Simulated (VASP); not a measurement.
# GaSb (F-43m) in VASP: a series of runs

Runs on GaSb. Level: r2SCAN. Tasks: relaxation of cell and atoms.

Everything below comes from runs of VASP 6.6.1. Logs are shortened: lines on timing, memory, paths and dates and some standing lists are left out, and cuts for length are marked.

### 1 The crystal as given

The structure is cubic, space group F-43m (No. 216). The conventional cell has a = 6.118 Å, b = 6.118 Å, c = 6.118 Å, α = 90.00°, β = 90.00°, γ = 90.00°. Around Ga (site symmetry -43m) lie 4 Sb at 2.65 Å. Around Sb (site symmetry -43m) lie 4 Ga at 2.65 Å.

### 2 Relaxation of cell and atoms, r2SCAN

INCAR

```
SYSTEM = GaSb
PREC = Accurate
ENCUT = 600
EDIFF = 1E-6
ISMEAR = 0
SIGMA = 0.03
LREAL = .False.
LASPH = .True.
NELM = 80
ALGO = Normal
ISIF = 3
LWAVE = .False.
LCHARG = .False.
METAGGA = R2SCAN
LMIXTAU = .True.
IBRION = 2
NSW = 90
EDIFFG = -0.01
```

KPOINTS

```
Automatic mesh
0
Gamma
  10 10 10
  0 0 0
```

POSCAR

```
GaSb
1.0
    0.0000000000      3.0590000000      3.0590000000
    3.0590000000      0.0000000000      3.0590000000
    3.0590000000      3.0590000000      0.0000000000
Ga Sb
1 1
Direct
    0.0000000000      0.0000000000      0.0000000000
    0.2500000000      0.2500000000      0.2500000000
```

Potentials or basis: VASP PAW PBE potentials, release 64 (Ga_d, Sb).

Run with:

```sh
$ cat potpaw_PBE.64/Ga_d/POTCAR potpaw_PBE.64/Sb/POTCAR > POTCAR
$ mpirun -np 1 vasp_std > vasp.out
```

OUTCAR:

```text
SYSTEM = GaSb
   PREC = Accurate
   ENCUT = 600
   EDIFF = 1E-6
   ISMEAR = 0
   LREAL = .False.
   LASPH = .True.
   NELM = 80
   ISIF = 3
   METAGGA = R2SCAN
   IBRION = 2
   NSW = 90
   EDIFFG = -0.01

 ion  position               nearest neighbor table
   1  0.000  0.000  0.000-   2 2.65   2 2.65   2 2.65   2 2.65
   2  0.250  0.250  0.250-   1 2.65   1 2.65   1 2.65   1 2.65

  LATTYP: Found a face centered cubic cell.
 ALAT       =     6.1180000000

  Lattice vectors:

 A1 = (   0.0000000000,   3.0590000000,   3.0590000000)
 A2 = (   3.0590000000,   0.0000000000,   3.0590000000)
 A3 = (   3.0590000000,   3.0590000000,   0.0000000000)

Analysis of symmetry for initial positions (statically):
=====================================================================
 Subroutine PRICEL returns:
 Original cell was already a primitive cell.

 Routine SETGRP: Setting up the symmetry group for a
 face centered cubic supercell.

 Subroutine GETGRP returns: Found 24 space group operations
 (whereof 24 operations were pure point group operations)
 out of a pool of 48 trial point group operations.

The static configuration has the point symmetry T_d .

Analysis of symmetry for dynamics (positions and initial velocities):
=====================================================================
 Subroutine PRICEL returns:
 Original cell was already a primitive cell.

 Routine SETGRP: Setting up the symmetry group for a
 face centered cubic supercell.

 Subroutine GETGRP returns: Found 24 space group operations
 (whereof 24 operations were pure point group operations)
 out of a pool of 48 trial point group operations.

The dynamic configuration has the point symmetry T_d .

 Subroutine INISYM returns: Found 24 space group operations
 (whereof 24 operations are pure point group operations),
 and found     1 'primitive' translations

----------------------------------------------------------------------------------------

                                     Primitive cell

  volume of cell :      57.2491

  direct lattice vectors                    reciprocal lattice vectors
     0.000000000  3.059000000  3.059000000    -0.163452109  0.163452109  0.163452109
     3.059000000  0.000000000  3.059000000     0.163452109 -0.163452109  0.163452109
     3.059000000  3.059000000  0.000000000     0.163452109  0.163452109 -0.163452109

  length of vectors
     4.326079287  4.326079287  4.326079287     0.283107357  0.283107357  0.283107357

  position of ions in fractional coordinates (direct lattice)
     0.000000000  0.000000000  0.000000000
     0.250000000  0.250000000  0.250000000

  ion indices of the primitive-cell ions
   primitive index   ion index
                 1           1
                 2           2

----------------------------------------------------------------------------------------

 KPOINTS: Automatic mesh

Automatic generation of k-mesh.
 Grid dimensions read from file:
 generate k-points for:   10   10   10

 Generating k-lattice:

  Cartesian coordinates                     Fractional coordinates (reciprocal lattice)
    -0.016345211  0.016345211  0.016345211     0.100000000  0.000000000  0.000000000
     0.016345211 -0.016345211  0.016345211     0.000000000  0.100000000  0.000000000
     0.016345211  0.016345211 -0.016345211     0.000000000  0.000000000  0.100000000

  Length of vectors
     0.028310736  0.028310736  0.028310736

  Shift w.r.t. Gamma in fractional coordinates (k-lattice)
     0.000000000  0.000000000  0.000000000

 Subroutine IBZKPT returns following result:
 ===========================================

 Found     47 irreducible k-points:

 Following reciprocal coordinates:
            Coordinates               Weight
  0.000000  0.000000  0.000000      1.000000
  0.100000  0.000000  0.000000      8.000000
  0.200000  0.000000  0.000000      8.000000
  0.300000  0.000000  0.000000      8.000000
  0.400000  0.000000  0.000000      8.000000
  0.500000  0.000000  0.000000      4.000000
[... 16 lines left out ...]
  0.300000  0.300000  0.000000      6.000000
  0.400000  0.300000  0.000000     24.000000
 [... further k-points ...]
   k-points           NKPTS =     47   k-points in BZ     NKDIM =     47   number of bands    NBANDS=     13
   number of dos      NEDOS =    301   number of ions     NIONS =      2
   total plane-waves  NPLWV =  46656
   dimension x,y,z NGX =    36 NGY =   36 NGZ =   36
   dimension x,y,z NGXF=    72 NGYF=   72 NGZF=   72
   ions per type =               1   1
   NGX,Y,Z   is equivalent  to a cutoff of  13.83, 13.83, 13.83 a.u.
   NGXF,Y,Z  is equivalent  to a cutoff of  27.67, 27.67, 27.67 a.u.
 SYSTEM =  GaSb
   PREC   = accura    normal or accurate (medium, high low for compatibility)
   ISTART =      0    job   : 0-new  1-cont  2-samecut
   ICHARG =      2    charge: 1-file 2-atom 10-const
   ISPIN  =      1    spin polarized calculation?
   LNONCOLLINEAR =      F non collinear calculations
   LSORBIT =      F    spin-orbit coupling
   LASPH  =      T    aspherical Exc in radial PAW
   ENCUT  =  600.0 eV  44.10 Ry    6.64 a.u.   8.64  8.64  8.64*2*pi/ulx,y,z
   NELM   =     80;   NELMIN=  2; NELMDL= -5     # of ELM steps
   EDIFF  = 0.1E-05   stopping-criterion for ELM
   LREAL  =      F    real-space projection
   EDIFFG = -.1E-01   stopping-criterion for IOM
   NSW    =     90    number of steps for IOM
   IBRION =      2    ionic relax: 0-MD 1-quasi-New 2-CG
   NFREE  =      1    steps in history (QN), initial steepest desc. (CG)
   ISIF   =      3    stress and relaxation
   ISYM   =      2    0-nonsym 1-usesym 2-fastsym
   POTIM  = 0.5000    time-step for ionic-motion
   TEBEG  =    0.0;   TEEND  =   0.0 temperature during run
   PSTRESS=    0.0 pullay stress
   NELECT =      18.0000    total number of electrons
   NUPDOWN=      -1.0000    fix difference up-down
   EMIN   =  10.00;   EMAX   =-10.00  energy-range for DOS
   EFERMI =   0.00;   METHOD = LEGACY
   ISMEAR =     0;   SIGMA  =   0.03  broadening in eV -4-tet -1-fermi 0-gaus
   EFERMI_NEDOS =   21; number of points for ismear=-14 and -15
   IALGO  =     38    algorithm
   IMIX   =      4    mixing-type and parameters
     AMIX     =   0.40;   BMIX     =  1.00
     AMIX_MAG =   1.60;   BMIX_MAG =  1.00
  volume/ion in A,a.u.               =      28.62       193.17
  Fermi-wavevector in a.u.,A,eV,Ry     =   1.113208  2.103657 16.860766  1.239231
  Thomas-Fermi vector in A             =   2.249790
   LORBIT       =      0    0 simple, 1 ext, 2 COOP (PROOUT), +10 PAW based schemes
   METAGGA = R2SCAN    functional components
   LHFCALC =     F    Hartree Fock is set to
   AEXX    =    0.0000 exact exchange contribution
   IVDW    =     0    specifies the selected vdW correction
   LEPSILON=     F    determine dielectric tensor
   LRPA    =     F    only Hartree local field effects (RPA)
 conjugate gradient relaxation of ions
 non-spin polarized calculation
 Gauss-broadening in eV      SIGMA  =   0.03
  energy-cutoff  :      600.00
  volume of cell :       57.25
 maximum number of plane-waves:      1925
   NGX = 17   NGY = 17   NGZ = 17

--------------------------------------- Ionic step        1  -------------------------------------------

 number of electron      18.0000006 magnetization

 Free energy of the ion-electron system (eV)
  ---------------------------------------------------
  ext. energy  EPLUGINS =         0.00000000
  ---------------------------------------------------
  free energy    TOTEN  =       -37.60518047 eV

  energy without entropy =      -37.60518047  energy(sigma->0) =      -37.60518047

------------------------ aborting loop because EDIFF is reached ----------------------------------------

  FORCE on cell =-STRESS in cart. coord.  units (eV):
  Direction    XX          YY          ZZ          XY          YZ          ZX
  --------------------------------------------------------------------------------------
  -------------------------------------------------------------------------------------
  Total        0.1526453      0.1526453      0.1526453      0.0000000      0.0000000     -0.0000000
  in kB        4.2719454      4.2719454      4.2719454      0.0000000      0.0000000     -0.0000000
  external PRESSURE =       4.2719454 kB  Pullay stress =       0.0000000 kB
[... 21 lines left out ...]
  energy  without entropy=      -37.6051804659  energy(sigma->0) =      -37.60518047

--------------------------------------- Ionic step        2  -------------------------------------------

 number of electron      18.0000002 magnetization

 E-fermi :   4.7600     XC(G=0):  -9.6708

 val. band max:        4.5714848461   @ k =   0.0000   0.0000   0.0000
 cond. band min:       4.9372864586   @ k =   0.0000   0.0000   0.0000
 fundamental gap:      0.3658016125
 Fermi energy:         4.7599744334

 k-point     1 :       0.0000    0.0000    0.0000
  band No.  band energies     occupation
      1     -10.9052      2.00000
      2     -10.9052      2.00000
      3     -10.9052      2.00000
      4     -10.8502      2.00000
      5     -10.8502      2.00000
      6      -7.2815      2.00000
      7       4.5714      2.00000
      8       4.5715      2.00000
      9       4.5715      2.00000
     10       4.9373      0.00000
     11       7.5559      0.00000
     12       7.5560      0.00000
     13       7.5560      0.00000
[... 401 lines left out ...]
  energy  without entropy=      -37.6056753470  energy(sigma->0) =      -37.60567535

--------------------------------------- Ionic step        3  -------------------------------------------

 number of electron      18.0000003 magnetization

 Free energy of the ion-electron system (eV)
  ---------------------------------------------------
  ext. energy  EPLUGINS =         0.00000000
  ---------------------------------------------------
  free energy    TOTEN  =       -37.60577741 eV

  energy without entropy =      -37.60577741  energy(sigma->0) =      -37.60577741

 E-fermi :   4.8037     XC(G=0):  -9.6853

 val. band max:        4.6038512891   @ k =   0.0000   0.0000   0.0000
 cond. band min:       4.9935331671   @ k =   0.0000   0.0000   0.0000
 fundamental gap:      0.3896818780
 Fermi energy:         4.8036507411

 k-point     1 :       0.0000    0.0000    0.0000
  band No.  band energies     occupation
      1     -10.8787      2.00000
      2     -10.8787      2.00000
      3     -10.8787      2.00000
      4     -10.8231      2.00000
      5     -10.8231      2.00000
      6      -7.2717      2.00000
      7       4.6038      2.00000
      8       4.6039      2.00000
      9       4.6039      2.00000
     10       4.9935      0.00000
     11       7.5872      0.00000
     12       7.5872      0.00000
     13       7.5872      0.00000
[... 397 lines left out ...]
  FREE ENERGIE OF THE ION-ELECTRON SYSTEM (eV)
  ---------------------------------------------------
  free  energy   TOTEN  =       -37.6057774123 eV

  energy  without entropy=      -37.6057774123  energy(sigma->0) =      -37.60577741

 reached required accuracy - stopping structural energy minimisation
```

Wall time 3.1 min (1 thread of Intel Xeon 6975P-C (Granite Rapids), shared host); peak memory 0.25 GiB.

Results:

```
Free energy                            : -37.6058 eV
Relaxed volume                         : 28.85 Å³/atom
Relaxed cell                           : a = 4.337 Å, b = 4.337 Å, c = 4.337 Å, α = 60.00°, β = 60.00°, γ = 60.00°
Space group after relaxing (to 0.05 Å) : F-43m (No. 216)
Energy gained by relaxing              : 0.3 meV/atom
Ionic steps                            : 3
Pressure after relaxing                : 0.0 GPa
Band gap on the k mesh                 : 0.39 eV, direct
```

Step by step:
| step | energy change (eV) | largest force (eV/Å) | pressure (GPa) | volume (Å³) |
| --- | --- | --- | --- | --- |
| 1 | 0.0000 | 0.0000 | 0.43 | 57.25 |
| 2 | -0.0005 | 0.0000 | -0.14 | 57.88 |
| 3 | -0.0006 | 0.0000 | 0.01 | 57.70 |

Final structure:
```
Ga Sb
1.0
     0.00000    3.06703    3.06703
     3.06703    0.00000    3.06703
     3.06703    3.06703    0.00000
Ga Sb
1 1
Direct
  0.00000 0.00000 0.00000
  0.25000 0.25000 0.25000
```

Caveat: the PAW data sets were made with another functional, which shifts forces and pressure a little; spin-orbit coupling is left out, which moves the levels of the heavy elements.

### 3 Relaxation of cell and atoms, r2SCAN

This run uses another cell than the first one, of 28.85 Å³/atom, 1.008 times its volume.

INCAR, as its differences from that of step 2:

```diff
@@ -3,3 +3,3 @@
 ENCUT = 600
-EDIFF = 1E-6
+EDIFF = 1E-7
 ISMEAR = 0
@@ -17,2 +17,2 @@
 NSW = 90
-EDIFFG = -0.01
+EDIFFG = -0.005
```

KPOINTS is that of step 2.

POSCAR

```
GaSb                                    
1.0
    0.0000000000      3.0670332161      3.0670332161
    3.0670332161      0.0000000000      3.0670332161
    3.0670332161      3.0670332161      0.0000000000
  Ga              Sb            
     1     1
Direct
     0.0000000000000000    0.0000000000000000    0.0000000000000000
     0.2500000000000000    0.2500000000000000    0.2500000000000000
```

Potentials or basis: VASP PAW PBE potentials, release 64 (Ga_d, Sb).

Run with:

```sh
$ cat potpaw_PBE.64/Ga_d/POTCAR potpaw_PBE.64/Sb/POTCAR > POTCAR
$ mpirun -np 1 vasp_std > vasp.out
```

It took 99 s on 1 thread of Intel Xeon 6975P-C (Granite Rapids), shared host; peak memory 0.24 GiB.

Results (log left out):

```
Free energy             : -37.6059 eV
Pressure after relaxing : 0.0 GPa
Band gap on the k mesh  : 0.39 eV, direct
```

Final structure:
```xyz
2
Lattice="0.0000 3.0670 3.0670 3.0670 0.0000 3.0670 3.0670 3.0670 0.0000" Properties=species:S:1:pos:R:3 pbc="T T T"
Ga    0.0000    0.0000    0.0000
Sb    1.5335    1.5335    1.5335
```

Levels at points of the mesh, in eV from the valence-band top:
```
           k point  band 5  band 6  band 7  band 8  band 9  band 10  band 11  band 12  band 13
(0.00, 0.00, 0.00)  -15.43  -11.88    0.00    0.00    0.00     0.39     2.98     2.98     2.98
(0.50, 0.00, 0.00)  -15.43  -10.18   -6.54   -1.20   -1.20     0.67     4.01     4.01     6.93
(0.50, 0.50, 0.00)  -15.42   -9.30   -7.01   -2.67   -2.67     1.13     1.49     9.21     9.21
```

Caveat: the relaxation stopped at its first step, so nothing moved; the PAW data sets were made with another functional, which shifts forces and pressure a little; spin-orbit coupling is left out, which moves the levels of the heavy elements. A k mesh can miss the band edges.
